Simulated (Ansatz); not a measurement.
# Relaxing Pd

The calculation used DFT PBE, scalar-relativistic, plane waves, PAW (Ansatz 0.2.0). Cutoff 420 eV, Γ-centred k mesh, Gaussian smearing, no spin polarisation in the final step.

Pd was placed on the samarium (9R) structure type (R-3m, No. 166), at a guessed volume.

```
Pd
1.0
     1.46261    0.84444    7.06871
    -1.46261    0.84444    7.06871
     0.00000   -1.68888    7.06871
Pd
3
Direct
  0.00000 0.00000 0.00000
  0.22222 0.22222 0.22222
  0.77778 0.77778 0.77778
```

Cell and atoms relax at zero pressure; the relaxation can't lower the symmetry of the start. After a coarse first stage the cell is made exact in the group found at 0.06 Å.

Energies count from the standard state of Pd at the same level.

Q: Which crystal results?

A: It keeps R-3m (No. 166). The result has the samarium (9R) structure. Conventional cell: a = 2.778 Å, c = 20.697 Å. Around Pd on Wyckoff site a (1 atom of the primitive cell) lie 12 Pd at 2.78–2.80 Å; Pd on Wyckoff site c (2 atoms of the primitive cell) has 12 Pd at 2.78–2.81 Å.

```
Pd
1.0
     1.38885    0.80185    6.89909
    -1.38885    0.80185    6.89909
     0.00000   -1.60371    6.89909
Pd
3
Direct
  0.00000 0.00000 0.00000
  0.22248 0.22248 0.22248
  0.77752 0.77752 0.77752
```

Q: What are its volume, energy, density and gap?

A: The volume per atom is 15.37 Å³. The density is 11.50 g/cm³. The energy over the standard structure is 0.02 eV/atom and the gap on the 21×21×21 mesh is 0 eV (a metal).

The final run used a 21×21×21 mesh on its 3-atom cell and 0.10 eV smearing. For metals, differences of a few meV/atom aren't resolved. Symmetry constrained the relaxation, so the result can be a saddle point.

This form isn't the element's structure at ambient conditions.